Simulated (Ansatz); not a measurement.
# Where Sb_Zn-S_F puts its levels in the gap of KZnF3 (Pm-3m)

Aim: at which Fermi levels does Sb_Zn-S_F in KZnF3 (Pm-3m) change its charge? The model is a cell of 40 host atoms with 1 Zn and 1 F taken out and 1 Sb and 1 S put in.

Main program and level: Ansatz 0.2.0; place-levels on PBEsol runs: charge-transition levels and formation energies with image-charge correction and potential alignment at the atomic sites.

## (1) Starting point

The cell holds 40 atoms: 8 K, 7 Zn, 1 S, 23 F and 1 Sb. Its edges and angles: a = 8.104 Å, b = 8.104 Å, c = 8.104 Å, α = 90.0°, β = 90.0°, γ = 90.0°. It derives from KZnF3 (space group Pm-3m). Nearest the centre at fractional (0.875, 0.250, 0.250): S3 at 1.01 Å, Sb22 at 1.01 Å, F24 at 2.27 Å, F30 at 2.27 Å, F25 at 2.27 Å, F34 at 2.27 Å, Zn2 at 3.04 Å, K1 at 3.04 Å.

Known beforehand: the electronic dielectric constant, 2.43, and the static one, 9.94, computed on the host (DFPT, PBEsol).

The cell's shortest repeat is 8.1 Å.

## (2) What was run first

A transition level is the Fermi level at which two charge states cost the same, so each charge needs its own total energy, at its own relaxed structure.

Each atom starts 0.05 Å or so off its site in a random direction: a symmetric start keeps its symmetry, and would miss off-centre moves and Jahn–Teller distortions. Forces are taken at one point at (¼, ¼, ¼). The cell holds 1 electron more than the neutral one, with a uniform background that keeps it neutral on the whole. The electron count is odd, so at least one spin is unpaired; this run locks the moment at 1 μB.

One of the inputs; charge, spin and start change from state to state.

Input file qm1_M1.relax/input.yaml:

```yaml
crystal:
  lattice:
    - [8.10382899, 0.0, 0.0]
    - [0.0, 8.10382899, 0.0]
    - [0.0, 0.0, 8.10382899]
  atoms:
    - { symbol: K, position: [0.0, 0.0, 0.0] }
    - { symbol: Zn, position: [0.25, 0.25, 0.25] }
    - { symbol: S, position: [0.0, 0.25, 0.25] }
    - { symbol: F, position: [0.25, 0.0, 0.25] }
    - { symbol: F, position: [0.25, 0.25, 0.0] }
    - { symbol: K, position: [0.0, 0.0, 0.5] }
    - { symbol: Zn, position: [0.25, 0.25, 0.75] }
    - { symbol: F, position: [0.0, 0.25, 0.75] }
    - { symbol: F, position: [0.25, 0.0, 0.75] }
    - { symbol: F, position: [0.25, 0.25, 0.5] }
    - { symbol: K, position: [0.0, 0.5, 0.0] }
    - { symbol: Zn, position: [0.25, 0.75, 0.25] }
    - { symbol: F, position: [0.0, 0.75, 0.25] }
    - { symbol: F, position: [0.25, 0.5, 0.25] }
    - { symbol: F, position: [0.25, 0.75, 0.0] }
    - { symbol: K, position: [0.0, 0.5, 0.5] }
    - { symbol: Zn, position: [0.25, 0.75, 0.75] }
    - { symbol: F, position: [0.0, 0.75, 0.75] }
    - { symbol: F, position: [0.25, 0.5, 0.75] }
    - { symbol: F, position: [0.25, 0.75, 0.5] }
    - { symbol: K, position: [0.5, 0.0, 0.0] }
    - { symbol: Sb, position: [0.75, 0.25, 0.25] }
    - { symbol: F, position: [0.5, 0.25, 0.25] }
    - { symbol: F, position: [0.75, 0.0, 0.25] }
    - { symbol: F, position: [0.75, 0.25, 0.0] }
    - { symbol: K, position: [0.5, 0.0, 0.5] }
    - { symbol: Zn, position: [0.75, 0.25, 0.75] }
    - { symbol: F, position: [0.5, 0.25, 0.75] }
    - { symbol: F, position: [0.75, 0.0, 0.75] }
    - { symbol: F, position: [0.75, 0.25, 0.5] }
    - { symbol: K, position: [0.5, 0.5, 0.0] }
    - { symbol: Zn, position: [0.75, 0.75, 0.25] }
    - { symbol: F, position: [0.5, 0.75, 0.25] }
    - { symbol: F, position: [0.75, 0.5, 0.25] }
    - { symbol: F, position: [0.75, 0.75, 0.0] }
    - { symbol: K, position: [0.5, 0.5, 0.5] }
    - { symbol: Zn, position: [0.75, 0.75, 0.75] }
    - { symbol: F, position: [0.5, 0.75, 0.75] }
    - { symbol: F, position: [0.75, 0.5, 0.75] }
    - { symbol: F, position: [0.75, 0.75, 0.5] }
  host:
    repeats: [2, 2, 2]
    atoms:
      - { symbol: K, position: [0.0, 0.0, 0.0] }
      - { symbol: Zn, position: [0.5, 0.5, 0.5] }
      - { symbol: F, position: [0.0, 0.5, 0.5] }
      - { symbol: F, position: [0.5, 0.0, 0.5] }
      - { symbol: F, position: [0.5, 0.5, 0.0] }
total_charge: -1
basis:
  ecutwfc: 420
  xc_grid: 2
hamiltonian:
  xc: pbesol
kpoints:
  mp_grid: { grid: [1, 1, 1], shift: [0.25, 0.25, 0.25] }
magnetization:
  spin_polarized: true
  initial_magnetization: 1
  spin_locking: { lock_magnetization: hard }
scf:
  occupations: { method: fixed }
  max_iter: 80
output:
  forces: true
  charged_corrections:
    epsilon: 2.43
    static_epsilon: 9.94
    defect_position: [0.875, 0.25, 0.25]
relax:
  f_tol: 0.02
  max_steps: 80
  random_displacement: { amplitude: 0.05, seed: 2011 }
checkpoint:
  write: "../qm1_M1.relax.run"
  compress: false
  write_wavefunctions: true
  write_every: 100000
```

Run with:

```bash
> ansatz run input.yaml --threads 2 --pin off --max-ram 3768MiB --backend cpu --events-out ev --progress --plain --runs-dir out
```

The run of this state that the levels use, under PBEsol:

Input file qm1_M1.point/input.yaml:

```yaml
crystal:
  checkpoint: "../qm1_M1.relax.run"
  host: checkpoint
total_charge: -1
basis:
  ecutwfc: 420
  xc_grid: 2
hamiltonian:
  xc: pbesol
kpoints:
  mp_grid: { grid: [1, 1, 1], shift: [0.25, 0.25, 0.25] }
magnetization:
  spin_polarized: true
  initial_magnetization: 1
  spin_locking: { lock_magnetization: hard }
scf:
  occupations: { method: fixed }
  max_iter: 80
output:
  forces: true
  eigenvalues: true
  charged_corrections:
    epsilon: 2.43
    static_epsilon: 9.94
    defect_position: [0.875, 0.25, 0.25]
  eigenstates: { localisation: true }
  populations: true
  efg: {}
  band_densities: [{ bands: [v1, v1] }, { bands: [c1, c1] }]
  write_density: true
  write_potential: true
  volumetric_format: npy
checkpoint:
  read: "../qm1_M1.relax.run"
  write: "../qm1_M1.point.run"
  compress: false
  write_wavefunctions: false
  write_every: 100000
```

Relaxations under PBEsol at one point at (¼, ¼, ¼); times on 2 threads of Arm Neoverse V1, shared host:

```tsv
charge	moment (μB)	occupations	outcome	steps	largest displacement against the far atoms (Å)	time
−1	1	fixed	converged	14	0.91	4.9 min
0	0	fixed	converged	17	1.01	2.8 min
+1	1	fixed	converged	18	0.69	6 min
```

Single points under PBEsol at one point at (¼, ¼, ¼); times on 2 threads of Arm Neoverse V1, shared host:

```tsv
charge	moment (μB)	occupations	outcome	time
−1	1	fixed	converged	31 s
0	0	fixed	converged	11 s
+1	1	fixed	converged	29 s
```

Distances (Å) from the ideal centre to the nearest atoms after relaxation with PBEsol:

```tsv
charge	moment (μB)	1.	2.	3.	4.	5.	6.
−1	1	S 1.13	Sb 1.32	F 2.33	F 2.35	F 2.65	F 2.76
0	0	S 1.17	Sb 1.21	F 2.20	F 2.35	F 2.55	F 2.64
+1	1	Sb 1.05	S 1.32	F 2.20	F 2.32	F 2.49	F 2.58
```

## (3) Placing the levels, PBEsol

A charged cell interacts with its images and the background, and its potential has another zero than the host's. place-levels removes the first by a point-charge model, screened by the static dielectric constant since the ions have relaxed around the charge, and the second by comparing potentials at atoms far from the defect.

The host is a run of the defect-free crystal in the same cutoffs, grids and k-points, so that basis and sampling errors cancel in part in the differences. The host is run in a cell of 5 atoms on a matching mesh. Its band edges are searched through the zone by a band path, so the gap is smaller than, or equal to, that on the mesh. Chemical potentials are energies per atom of Zn (hcp), Sb (A7 rhombohedral), F (F2 molecule) and S (S12 rings, Pnnm, not the stable S8 form), run with the same functional and cutoff.

Input file levels.point.yaml:

```yaml
host:
  run: host.point.run
states: [qm1_M1.point.run, q0.point.run, qp1_M1.point.run]
geometry_from:
  qm1_M1.point.run: qm1_M1.relax.run
  q0.point.run: q0.relax.run
  qp1_M1.point.run: qp1_M1.relax.run
chemical_potentials:
  Zn:
    energy: -3280.903852
    dataset: "<sha256 of the dataset>"
  Sb:
    energy: -6408.086395
    dataset: "<sha256 of the dataset>"
  F:
    energy: -797.642924
    dataset: <sha256 of the dataset>
  S:
    energy: -884.879081
    dataset: "<sha256 of the dataset>"
```

Run with:

```bash
> ansatz place-levels levels.point.yaml -- --threads 2 --pin off --max-ram 3768MiB
```

Numbers of over 12 decimals in the logs are rounded to 6 here.

Output:

```text
[... repeated set-up lines and file paths are left out, and long positions are rounded to six places ...]
(+1/0) 1.338 eV above the valence edge, 2.371 eV under the conduction edge
(0/-1) 4.350 eV above the valence edge (+4.479 eV without the band-filling correction), in the conduction band
formation energy of charge +1: +4.902 eV with the Fermi level at the valence edge
formation energy of charge 0: +6.240 eV with the Fermi level at the valence edge
formation energy of charge -1: +10.590 eV with the Fermi level at the valence edge
  edges by pbesol, gap 3.709 eV; the host is sampled to repeats of 11.46 Å
  the defect's cells are sampled to repeats of 11.46 Å, like sampling
  charge +1: -60834.8081 eV with its correction of +0.827 eV, at epsilon 9.94, aligned at sites: +0.5729 eV, mean over 24 atomic sites at or beyond 4.05 Å from the defect at [0.8750, 0.2500, 0.2500], with +0.000000 for the charge's moments and without [...]
  charge 0: +0.000 eV for its dipole among its images, +0.000 omitted
  charge -1: -60820.8499 eV with its correction of -0.331 eV, at epsilon 9.94, aligned at sites: +0.5848 eV, mean over 24 atomic sites at or beyond 4.05 Å from the defect at [0.8750, 0.2500, 0.2500], with +0.000000 for the charge's moments and without [...]
  of states[2] (qp1_M1.point.run): how wide its charge is, is not read beside other atoms or cores, and a band state would take no correction. [...]
  of states[1] (q0.point.run): its alignment with the host at atomic sites is doubtful: the mean over the far sites moves by +0.1550 eV from their farther parts to their nearer, more than 0.05 eV. [...]
  of states[0] (qm1_M1.point.run): how wide its charge is, is not read beside other atoms or cores, and a band state would take no correction. [...]
```

Run time: 0.19 s. Hardware: 2 threads of Arm Neoverse V1, shared host.

Levels between the charges placed, in eV above the valence top:

```tsv
	gap (eV)	(+1/0)	(0/−1)
PBEsol	3.71	1.34	4.35
```

Corrections by state:

```tsv
charge	moment (μB)	image terms and alignment (eV)	band filling (eV)	ε used	over the lowest of its charge, as the program ranks them, band filling apart (eV)
+1	1.0	0.827	-	9.94	0.000
0	0.0	0.000	-	-	0.000
−1	1.0	-0.331	-0.129	9.94	0.000
```

From the program's caveats on the states, each cut to its opening words:

- charge +1 (1 μB), −1 (1 μB): how wide its charge is, is not read beside other atoms or cores, and a band state would take no correction
- charge +1 (1 μB): its alignment with the host at atomic sites is doubtful: the mean over the far sites moves by +0.0711 eV from their farther parts to their nearer, more than [...]
- charge +1 (1 μB): its displacements don't fall off away from the defect: farther atoms stand 0.06 Å off the host's places
- charge 0: its alignment with the host at atomic sites is doubtful: the mean over the far sites moves by +0.1550 eV from their farther parts to their nearer, more than [...]
- charge 0: its displacements don't fall off away from the defect: farther atoms stand 0.061 Å off the host's places
- charge −1 (1 μB): a band-filling correction moves a carrier to the host's band edge, which changes its energy by -0.129 eV
- charge −1 (1 μB): its alignment with the host at atomic sites is doubtful: the mean over the far sites moves by +0.1877 eV from their farther parts to their nearer, more than [...]
- charge −1 (1 μB): its displacements don't fall off away from the defect: farther atoms stand 0.062 Å off the host's places
- charge −1 (1 μB): flagged: stability check not made

Chemical potentials of the elements' reference phases, run alike. Formation energy by charge state (elemental references; gap 3.71 eV):

```tsv
charge	at valence top (eV)	at conduction bottom (eV)	correction included (eV)
+1	4.90	8.61	0.83
0	6.24	6.24	0.00
−1	10.59	6.88	-0.46
```

Fermi level (eV), lowest formation energy (eV) and a bar from the least value:
```
     0.00       4.90 
     0.34       5.24 ########
     0.67       5.58 ###############
     1.01       5.91 #######################
     1.35       6.24 ##############################
     1.68       6.24 ##############################
     2.02       6.24 ##############################
     2.36       6.24 ##############################
     2.70       6.24 ##############################
     3.03       6.24 ##############################
     3.37       6.24 ##############################
     3.71       6.24 ##############################
```

Transition levels lie at 1.34 eV (+1/0) above the valence top.

## (4) Results

- gap of the host: 3.71 eV (PBEsol)
- level (plus 1/0): 1.34 eV above the valence top
- level (0/minus 1): 4.35 eV above the valence top, past the conduction bottom (4.48 eV above the valence top without the band-filling term)
- lowest of the charges placed, just above the valence top (0.02 eV): +1
- lowest of the charges placed, just below the conduction bottom (0.02 eV): 0
- lowest formation energy at mid-gap of the charges run, elemental references: 6.24 eV

In words: Of the charges placed (−1, 0 and +1), the lowest changes at 1.34 eV (+1/0) above the valence top, in a gap of 3.71 eV. Charges above +1 were not placed, so these runs say nothing of levels that involve them. States placed: +1 at 1 μB; 0 at 0 μB; −1 at 1 μB. Other spin states or structures, where not listed, weren't placed. The program finds carriers beyond a band edge of the host and adds a band-filling term at charge −1 (-0.13 eV); steps to such a charge show no bound level, and a defect level inside a band would be read the same way. Sb and S is taken at its element; compounds, which aren't counted here, bound the chemical potentials and would shift these formation energies. The program doubts the alignment of potentials for at least one state, a sign that the cell is small. What this leaves open: one k-point off the zone centre stands for the whole zone; the images are only 8.1 Å apart; PBEsol makes the gap too small and tends to spread out bound carriers; where a gas molecule sets a chemical potential or the host's formation energy, its binding is uncorrected; spin–orbit coupling, which can matter with heavy atoms, is left out.

[Logs are printed without paths, hosts, clocks, repeated set-up lines and the standing remarks that a program may print on its own settings, such as how far it seeks lower states.]

[Hosts, paths, dates, database ids (printed as entryN), source tags and the programs' standing remarks are cut or masked in the printed files.]

[Where a table of states has a column of steps, it counts the stored structures, which are thinned; the runs took as many ionic steps or more.]

[A defect's name tells the site on which it was built; relaxed atoms can leave that site.]

[For some hosts the program warned that the k-mesh of the response run may be too coarse for force constants and the static dielectric constant; such warnings are not shown here.]
